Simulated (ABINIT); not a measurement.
# I (Fmmm) in ABINIT: notebook, part 2 of 2

ABINIT 10.8.3 (patched build). Earlier steps stand in the parts before.

### 3 Single point, LDA (cell relaxed)

Contents of run.abi:

```
# Pseudopotentials
pp_dirpath "./"
pseudos "I.upf"

# Structure
acell 3*1.0 Angstrom
rprim
     0.0000000000     2.2685916200     3.5725846300
     2.1891965000     0.0000000000     3.5725846300
     2.1891965000     2.2685916200     0.0000000000
ntypat 1
znucl 53
natom 1
typat 1
xred
     0.0000000000     0.0000000000     0.0000000000
chkprim 0
chksymtnons 0
tolsym 1.0e-6

# Plane-wave basis
ecut 952.398519 eV

# k points
kptopt 1
ngkpt 7 7 7
nshiftk 1
shiftk 0.0 0.0 0.0

# Exchange and correlation
ixc 7

# Bands and occupations
nband 8
occopt 3
tsmear 0.05 eV

# SCF cycle
nstep 100
tolvrs 1.0e-10

# Output
iomode 3
prtwf 0
prtden 0
prteig 0
prtebands 0
enunit 2
```

Potentials or basis: PseudoDojo NC SR LDA v0.4.1 standard.

Started as:

```sh
$ abinit run.abi > log 2>&1
```

run.abo:

```text
.Version 10.8.3 of ABINIT
 Symmetries : space group Fm m m (# 69); Bravais oF (face-center ortho.)
================================================================================
 Values of the parameters that define the memory need of the present run
     intxc =       0    ionmov =       0      iscf =       7    lmnmax =       6
     lnmax =       6     mgfft =      45  mpssoang =       3    mqgrid =    3001
     natom =       1  nloc_mem =       1    nspden =       1   nspinor =       1
    nsppol =       1      nsym =       8    n1xccc =    2501    ntypat =       1
    occopt =       3   xclevel =       1
       mpw =        2390          nfft =       91125          nkpt =          64
================================================================================
================================================================================

--------------------------------------------------------------------------------
------------- Echo of variables that govern the present computation ------------
--------------------------------------------------------------------------------
 -outvars: echo values of preprocessed input variables --------
            acell      1.8897261259E+00  1.8897261259E+00  1.8897261259E+00 Bohr
              amu      1.26904470E+02
          chkprim           0
      chksymtnons           0
             ecut      3.50000000E+01 Hartree
           enunit           2
                       outvar_i_n : Printing only first  50 k-points.
              ixc           7
                       outvar_i_n : Printing only first  50 k-points.
         kptrlatt        7    0    0      0    7    0      0    0    7
          kptrlen      4.17032789E+01
            natom           1
            nband           8
            ngfft          45      45      45
             nkpt          64
            nstep         100
             nsym           8
           ntypat           1
                       prtocc : prtvol=0, do not print more k-points.
           occopt           3
           prtden           0
        prtebands           0
           prteig           0
            prtwf           0
            rprim      0.0000000000E+00  2.2685916200E+00  3.5725846300E+00
                       2.1891965000E+00  0.0000000000E+00  3.5725846300E+00
                       2.1891965000E+00  2.2685916200E+00  0.0000000000E+00
          spgroup          69
           tolsym      1.00000000E-06
           tolvrs      1.00000000E-10
           tsmear      1.83746611E-03 Hartree
            typat      1
                       outvars : Printing only first  50 k-points.
            znucl       53.00000

================================================================================

 chkinp: Checking input parameters for consistency.

================================================================================
== DATASET  1 ==================================================================

--- !DatasetInfo
iteration_state: {dtset: 1, }
dimensions: {natom: 1, nkpt: 64, mband: 8, nsppol: 1, nspinor: 1, nspden: 1, mpw: 2390, }
cutoff_energies: {ecut:  35.0, pawecutdg:  -1.0, }
electrons: {nelect:   7.00000000E+00, charge:   0.00000000E+00, occopt:   3.00000000E+00, tsmear:   1.83746611E-03, }
meta: {optdriver: 0, ionmov: 0, optcell: 0, iscf: 7, paral_kgb: 0, }
...

 Exchange-correlation functional for the present dataset will be:
  LDA: Perdew-Wang 92 LSD fit to Ceperley-Alder data - ixc=7
  J.P.Perdew and Y.Wang, PRB 45, 13244 (1992)

 Real(R)+Recip(G) space primitive vectors, cartesian coordinates (Bohr,Bohr^-1):
 R(1)=  0.0000000  4.2870169  6.7512065  G(1)= -0.1208611  0.1166312  0.0740608
 R(2)=  4.1369818  0.0000000  6.7512065  G(2)=  0.1208611 -0.1166312  0.0740608
 R(3)=  4.1369818  4.2870169  0.0000000  G(3)=  0.1208611  0.1166312 -0.0740608
 Unit cell volume ucvol=  2.3946949E+02 bohr^3
 Angles (23,13,12)=  6.87268813E+01  6.73103962E+01  4.39627225E+01 degrees

 getcut: wavevector=  0.0000  0.0000  0.0000  ngfft=  45  45  45
         ecut(hartree)=     35.000   => boxcut(ratio)=   2.06698

--- Pseudopotential description ------------------------------------------------
- pspini: atom type   1  psp file is ./I.upf
12 -1012 2 -1 1182                            pspcod,pspxc,lmax,lloc,mmax
     nproj     2     2     2

   1.20309002E+02                                ecore*ucvol(ha*bohr**3)
--------------------------------------------------------------------------------

================================================================================

--- !BeginCycle
iteration_state: {dtset: 1, }
solver: {iscf: 7, nstep: 100, nline: 4, wfoptalg: 0, }
tolerances: {tolvrs: 1.00E-10, }
...

     iter   Etot(hartree)      deltaE(h)  residm     vres2
 ETOT  1  -13.004174374433    -1.300E+01 2.277E-02 1.179E+01
 ETOT  2  -13.010301628071    -6.127E-03 7.942E-03 5.570E-01
 ETOT  3  -13.010318528261    -1.690E-05 9.041E-04 3.037E-02
 ETOT  4  -13.010319377201    -8.489E-07 9.980E-04 6.701E-05
 ETOT  5  -13.010319379086    -1.885E-09 6.024E-04 6.808E-07
 ETOT  6  -13.010319379105    -1.862E-11 2.570E-04 1.291E-08
 ETOT  7  -13.010319379105    -5.205E-13 1.040E-04 2.786E-11

 At SCF step    7       vres2   =  2.79E-11 < tolvrs=  1.00E-10 =>converged.

 Cartesian components of stress tensor (hartree/bohr^3)
  sigma(1 1)=  5.21408095E-07  sigma(3 2)=  0.00000000E+00
  sigma(2 2)=  6.73717272E-07  sigma(3 1)=  0.00000000E+00
  sigma(3 3)=  4.33151714E-07  sigma(2 1)=  0.00000000E+00

--- !ResultsGS
iteration_state: {dtset: 1, }
comment   : Summary of ground state results
lattice_vectors:
- [  0.0000000,   4.2870169,   6.7512065, ]
- [  4.1369818,   0.0000000,   6.7512065, ]
- [  4.1369818,   4.2870169,   0.0000000, ]
lattice_lengths: [   7.99733,    7.91792,    5.95761, ]
lattice_angles: [ 68.727,  67.310,  43.963, ] # degrees, (23, 13, 12)
lattice_volume:   2.3946949E+02
convergence: {deltae: -5.205E-13, res2:  2.786E-11, residm:  1.040E-04, diffor: null, }
etotal    :  -1.30103194E+01
entropy   :   0.00000000E+00
fermie    :   1.11669417E-01
cartesian_stress_tensor: # hartree/bohr^3
- [  5.21408095E-07,   0.00000000E+00,   0.00000000E+00, ]
- [  0.00000000E+00,   6.73717272E-07,   0.00000000E+00, ]
- [  0.00000000E+00,   0.00000000E+00,   4.33151714E-07, ]
pressure_GPa:  -1.5969E-02
xred      :
- [  0.0000E+00,   0.0000E+00,   0.0000E+00,  I]
cartesian_forces: # hartree/bohr
- [ -0.00000000E+00,  -0.00000000E+00,  -0.00000000E+00, ]
force_length_stats: {min:   0.00000000E+00, max:   0.00000000E+00, mean:   0.00000000E+00, }
...

 Integrated electronic density in atomic spheres:
 ------------------------------------------------
 Atom  Sphere_radius  Integrated_density
    1        2.00000          2.83550977
================================================================================

 ----iterations are completed or convergence reached----

 Mean square residual over all n,k,spin=   76.292E-08; max=  10.398E-05
 reduced coordinates (array xred) for    1 atoms
       0.000000000000      0.000000000000      0.000000000000
 rms dE/dt=  0.0000E+00; max dE/dt=  0.0000E+00; dE/dt below (all hartree)
    1       0.000000000000      0.000000000000      0.000000000000

 cartesian coordinates (angstrom) at end:
    1      0.00000000000000     0.00000000000000     0.00000000000000

 cartesian forces (hartree/bohr) at end:
    1     -0.00000000000000    -0.00000000000000    -0.00000000000000
 frms,max,avg= 0.0000000E+00 0.0000000E+00   0.000E+00  0.000E+00  0.000E+00 h/b

 cartesian forces (eV/Angstrom) at end:
    1     -0.00000000000000    -0.00000000000000    -0.00000000000000
 frms,max,avg= 0.0000000E+00 0.0000000E+00   0.000E+00  0.000E+00  0.000E+00 e/A
 length scales=  1.889726125908  1.889726125908  1.889726125908 bohr
              =  1.000000000000  1.000000000000  1.000000000000 angstroms
 Fermi (or HOMO) energy (hartree) =   0.11167   Average Vxc (hartree)=  -0.34028
 Eigenvalues (hartree) for nkpt=  64  k points:
 kpt#   1, nband=  8, wtk=  0.00292, kpt=  0.0000  0.0000  0.0000 (reduced coord)
  -0.41548    0.05843    0.15429    0.15953    0.28895    0.39932    0.43389    0.56405
      occupation numbers for kpt#   1
   2.00000    2.00000    0.00000    0.00000    0.00000    0.00000    0.00000    0.00000
 prteigrs : prtvol=0 or 1, do not print more k-points.

 Fermi (or HOMO) energy (eV) =   3.03868   Average Vxc (eV)=  -9.25948
 Eigenvalues (   eV  ) for nkpt=  64  k points:
 kpt#   1, nband=  8, wtk=  0.00292, kpt=  0.0000  0.0000  0.0000 (reduced coord)
 -11.30586    1.59001    4.19832    4.34105    7.86276   10.86608   11.80667   15.34865
 prteigrs : prtvol=0 or 1, do not print more k-points.

--- !EnergyTerms
iteration_state     : {dtset: 1, }
comment             : Components of total free energy in Hartree
kinetic             :  3.15834971735858E+00
hartree             :  9.24566756099531E-01
xc                  : -3.96276995828539E+00
Ewald energy        : -1.11874712368485E+01
psp_core            :  5.02398036677677E-01
local_psp           : -4.45762839171274E+00
non_local_psp       :  2.01242644658845E+00
internal            : -1.30101286301224E+01
'-kT*entropy'       : -1.90748982949500E-04
total_energy        : -1.30103193791053E+01
total_energy_eV     : -3.54028825808406E+02
band_energy         : -6.27214794411571E-01
...

 Cartesian components of stress tensor (hartree/bohr^3)
  sigma(1 1)=  5.21408095E-07  sigma(3 2)=  0.00000000E+00
  sigma(2 2)=  6.73717272E-07  sigma(3 1)=  0.00000000E+00
  sigma(3 3)=  4.33151714E-07  sigma(2 1)=  0.00000000E+00

-Cartesian components of stress tensor (GPa)         [Pressure= -1.5969E-02 GPa]
- sigma(1 1)=  1.53403558E-02  sigma(3 2)=  0.00000000E+00
- sigma(2 2)=  1.98214465E-02  sigma(3 1)=  0.00000000E+00
- sigma(3 3)=  1.27437634E-02  sigma(2 1)=  0.00000000E+00

== END DATASET(S) ==============================================================
================================================================================

 -outvars: echo values of variables after computation  --------
            acell      1.8897261259E+00  1.8897261259E+00  1.8897261259E+00 Bohr
           etotal     -1.3010319379E+01
            fcart     -0.0000000000E+00 -0.0000000000E+00 -0.0000000000E+00
            rprim      0.0000000000E+00  2.2685916200E+00  3.5725846300E+00
                       2.1891965000E+00  0.0000000000E+00  3.5725846300E+00
                       2.1891965000E+00  2.2685916200E+00  0.0000000000E+00
           strten      5.2140809480E-07  6.7371727176E-07  4.3315171440E-07
                       0.0000000000E+00  0.0000000000E+00  0.0000000000E+00
 Calculation completed.
```

It took 50 s on 1 thread of Intel Xeon Platinum 8259CL at 2.50GHz (Skylake/Cascade Lake), shared host; peak memory 0.09 GiB.

What came out:

- Free energy: -354.0288 eV
- Pressure: 0.0 GPa
- Band gap on the k mesh: none (metal or under the smearing width)
- Valence electrons inside the program's atomic spheres: I 2.84 (radii [1.0584] Å)

Levels at points of the mesh, in eV from the Fermi level:
```tsv
k point	band 1	band 2	band 3	band 4	band 5	band 6	band 7	band 8
(0.00, 0.00, 0.00)	-14.34	-1.45	1.16	1.30	4.82	7.83	8.77	12.31
```

Caveat: an odd number of electrons without spin polarisation forces a metal; a magnetic or distorted state may lie lower.
